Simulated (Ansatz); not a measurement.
## Sb: single point with PBE

Sb:

```
Sb
1.0
     3.35453    0.00000    0.00000
    -1.67727    2.90511    0.00000
     0.00000    0.00000    5.47016
Sb
2
Direct
  0.66667 0.33333 0.75000
  0.33333 0.66667 0.25000
```

This isn't the form of Sb at room conditions, which is rhombohedral.

* Program: Ansatz 0.2.0
* Task: single point
* Functional: PBE
* Potentials or basis: Ansatz PAW
* Cutoff: 420 eV (not typed: the program's choice for these potentials)
* k mesh: 9 × 9 × 5
* Occupations: gaussian, width 0.026 eV
* Spin: no spin polarisation

- Pressure: 1.5 GPa
- Band gap on the k mesh: none (metal or under the smearing width)

Stress tensor (GPa, compression positive):
```
1.33 0.00 0.00
0.00 1.33 0.00
0.00 0.00 1.84
```

Levels at points of the mesh, in eV from the Fermi level:
| k point | band 12 | band 13 | band 14 | band 15 | band 16 | band 17 | band 18 | band 19 |
| --- | --- | --- | --- | --- | --- | --- | --- | --- |
| (0.00, 0.00, 0.00) | -9.05 | -5.76 | 3.73 | 3.73 | 5.38 | 5.38 | 5.62 | 7.98 |

It took 0.46 s on 2 threads of AMD EPYC 9R45 96-Core Processor (Zen 5), on a shared host, peak memory 0.39 GiB.

Spin-orbit coupling is left out, which matters for the levels of Sb.
